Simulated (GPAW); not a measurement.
Runs of GPAW 26.7.0 on AgCl (Chlorargyrite). Symmetry: Fm-3m, No. 225, cubic system. The conventional cell has a = 5.470 Å, b = 5.470 Å, c = 5.470 Å, α = 90.00°, β = 90.00°, γ = 90.00°. Ag (site symmetry m-3m) is surrounded by 6 Cl at 2.73 Å. Cl (site symmetry m-3m) has 6 Ag at 2.73 Å as nearest neighbours. 

```tsv
level	gap on the mesh (eV)	pressure (GPa)	relaxed volume (Å³/atom)
PBEsol+D3(BJ)+ATM	0.70	0.0	(b)
PBEsol+D3	0.70	0.0	(a)
PBEsol	0.70	0.0	20.24
PBEsol+D4	0.70	0.1	19.68
PBEsol+D3(BJ)	0.71	0.0	19.44
```

Alike in all rows: task relaxation of cell and atoms; potentials or basis PAW data sets generated in the run's folder for this functional, pw; no spin polarisation; cell relaxed; k mesh 8 × 8 × 8; cutoff (eV) 600; smearing fermi-dirac 0.05 eV.

Q: Estimate the missing entries.

A: (a) 19.62; (b) 19.58.

Caveats: later steps reuse the first step's grids.

A k mesh can miss the band edges, and the runs leave out spin-orbit coupling on Ag.

Runs at the PBE level aren't shown here.
